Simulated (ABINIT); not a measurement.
Sb in ABINIT: convergence with k mesh

The system is Sb.

```
CELL_PARAMETERS angstrom
3.18307 -0.00916 -0.07927
-0.00916 3.13721 -0.05653
-0.07927 -0.05653 3.16292
ATOMIC_POSITIONS crystal
Sb 0.00350 0.00307 0.97826
```

The cell isn't the ideal one: cell strained at random at fixed volume.

* Program: ABINIT 10.8.3 (patched build)
* Task: single point
* Functional: PBE
* Potentials or basis: JTH PAW PBE v2.0 sp
* Cutoff: 408 eV
* k mesh: 2 × 2 × 2
* Occupations: cold (ABINIT), width 0.1 eV
* Spin: no spin polarisation

These are the settings of the first run; the series varies k mesh, with any setting tied to it.

Hardware: 1 thread of Arm Neoverse V1, with other jobs on the host.

| k mesh | energy less the tightest run (meV/atom) | pressure (GPa) | SCF cycles | CPU time (s) | peak memory (GiB) |
| --- | --- | --- | --- | --- | --- |
| 2 × 2 × 2 | -1954.43 | -6.00 | 8 | 1.8 | 0.07 |
| 4 × 4 × 4 | 375.63 | -2.75 | 8 | 3.9 | 0.08 |
| 5 × 5 × 5 | 85.51 | -2.44 | 7 | 5.6 | 0.08 |
| 6 × 6 × 6 | -45.31 | -1.47 | 7 | 8.7 | 0.09 |
| 7 × 7 × 7 | -41.90 | -2.51 | 7 | 13 | 0.1 |
| 8 × 8 × 8 | -1.74 | -2.30 | 7 | 19 | 0.11 |
| 10 × 10 × 10 | -19.47 | -2.65 | 7 | 35 | 0.14 |
| 12 × 12 × 12 | 0.00 | -2.22 | 7 | 59 | 0.19 |

Not settled before the last step: the energy (to 1 meV/atom), the pressure (to 0.1 GPa). Meshes of other sizes hit other points, so gaps and Fermi surfaces needn't settle smoothly. The tightest run that finished is the yardstick and may itself not be fully converged.

Caveat, for the tightest run too: this set keeps more shells in the core, which shifts pressures and gaps. The run has no spin-orbit coupling, so splittings on Sb are missing.
